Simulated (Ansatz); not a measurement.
The following input was run with Ansatz 0.2.0.

```yaml
crystal:
  lattice:
    - [0.0, 1.9529787816, 1.9529787816]
    - [1.9529787816, 0.0, 1.9529787816]
    - [1.9529787816, 1.9529787816, 0.0]
  atoms:
    - { symbol: Al, position: [0.0, 0.0, 0.0] }
basis:
  ecutwfc: 500
kpoints:
  mp_grid: { grid: [18, 18, 18] }
hamiltonian:
  xc: r2scan
scf:
  occupations: { method: gaussian, width: 0.1 }
output:
  forces: true
  stress: true
  eigenvalues: true
```

Run as
```bash
ansatz run input.yaml --threads 1 --pin off --max-ram 1331MiB --backend cpu --events-out ev --progress --plain --runs-dir out
```

These are results of Ansatz 0.2.0, DFT r2SCAN, scalar-relativistic, plane waves, PAW, not measurements.

Part of what the program printed, abridged:

```
Pseudopotentials: kind: paw
Pseudopotential: Al, paw, valence charge 3, recommended cutoff 500 eV (meta_gga)
Functional definition: r2SCAN
Crystal: 1 atom, lattice volume = 14.898 Å³
Basis set: ecut = 500 eV, 339 PW (Γ), exchange–correlation on 96×96×96 points (64 copies of the dense FFT grid, shifted against one another)
Bands: 6, of which v1, the nominal top of the filled ones, is band 2 counted from 1 (1 counted from 0)
Symmetry: 48 space group operations
Space group: Fm-3m (ITA 225), of the structure as read, at distance tolerance 2.5e-5 Å
k-points: 195 of 5832
Initial density: superposition of atomic densities (neutral atoms: chi_scale 0, normalization atom), corrected by the library's trained network
Initial wavefunctions: pseudopotential atomic-orbital guess
Functional: x = r2scan, c = r2scan; τ floored in thin density (d = 2e-4 eV/Å³)
SCF iter   1: F=—  HF=-540.381882 eV  |F-HF|=—  |Δ(HF+E_count)|=         —  Δρ=3.00e-3  dr2=1.34e-3  dr2_τ=6.46e-3  ethr=1.77e-3  ⟨swp⟩=4.8  Hψ=10161  notcnv=0
SCF iter   2: F=—  HF=-540.388763 eV  |F-HF|=—  |Δ(HF+E_count)|=   6.88e-3  Δρ=2.23e-3  dr2=7.55e-4  dr2_τ=2.45e-6  ethr=4.48e-5  ⟨swp⟩=2.0  Hψ=3806  notcnv=0  defer=94
SCF iter   3: F=—  HF=-540.388706 eV  |F-HF|=—  |Δ(HF+E_count)|=   5.66e-5  Δρ=1.15e-3  dr2=1.99e-4  dr2_τ=7.20e-7  ethr=2.52e-5  ⟨swp⟩=1.0  Hψ=1078  notcnv=0  defer=94
SCF iter   4: F=—  HF=-540.388693 eV  |F-HF|=—  |Δ(HF+E_count)|=   1.31e-5  Δρ=4.35e-4  dr2=2.77e-5  dr2_τ=4.96e-8  ethr=6.62e-6  ⟨swp⟩=1.0  Hψ=1076  notcnv=0  defer=94
SCF iter   5: F=—  HF=-540.388692 eV  |F-HF|=—  |Δ(HF+E_count)|=   1.31e-6  Δρ=8.16e-5  dr2=9.66e-7  dr2_τ=1.49e-9  ethr=9.24e-7  ⟨swp⟩=1.0  Hψ=1077  notcnv=0  defer=94
SCF iter   6: F=-540.388692 eV  HF=-540.388692 eV  |F-HF|=7.92e-11  |Δ(HF+E_count)|=   4.10e-9  Δρ=8.93e-6  dr2=1.16e-8  dr2_τ=1.89e-11  ethr=3.33e-9  ⟨swp⟩=4.7  Hψ=5127  notcnv=0
SCF 1 converged in 6 iterations: F = -540.388692 eV  dr2 = 1.16e-8
SCF converged after 6 iterations
Free energy (F): -540.388692 eV
Harris-Foulkes:  -540.388692 eV  (|F-HF|=7.92e-11)
Internal energy: -540.386709 eV  (E = F + TS)
E sigma→0 (E₀):  -540.387700 eV
Entropy (-TS):   -0.001983 eV (-1.983 meV/atom)
Fermi energy:    9.081917 eV
--- Per-component energies (eV) ---
  E_band       = 12.181388
  E_kinetic    = 24.651479
  E_local      = 11.794246  (includes V_loc(G=0)·N_el)
  E_nonlocal   = 9.792717
  E_hartree    = 0.151247
  E_xc         = -37.400971
  E_vxc        = -32.058506  (∫ρ·V_xc dr)
  E_paw        = -473.254137  (= ΣΔE_a)
  E_vpaw       = -3.539402  (= ΣTr[D̂ρ^β])
  E_aug_tail   = -0.000001  (compensation charges beyond the density's cutoff)
  E_vtau       = 1.238357  (kinetic-family band-sum trace: ∫τ·v_τ [+ j·A + Jᵃ·Aᵃ] dr)
  E_ewald      = -76.061182
  E_core_change = -0.060108  (= ΣΔE_core)
  E_smearing   = -0.001983  (= −TS)
--- Forces (eV/Å), atoms counted from 1 ---
  atom   1  Al     0.00000000     0.00000000     0.00000000
--- Stress (GPa, compression-positive) ---
        6.987780       0.000000       0.000000
        0.000000       6.987780       0.000000
        0.000000       0.000000       6.987780
  P = ⅓ Tr σ = 6.9878 GPa (69.878 kbar)
--- Band table (eV; the first three rows and the last of 195) ---
  k-point 0: bands = ["-3.5024", "22.9441", "22.9441", "22.9441", "25.7760", "25.7760"]
  k-point 1: bands = ["-3.4073", "21.4564", "22.7357", "22.7357", "26.1020", "26.1367"]
  k-point 2: bands = ["-3.1225", "19.0269", "22.3097", "22.3097", "25.9853", "27.0090"]
  k-point 194: bands = ["7.5097", "8.5492", "8.8113", "11.3688", "25.2974", "27.4568"]
```

Self-consistency was reached.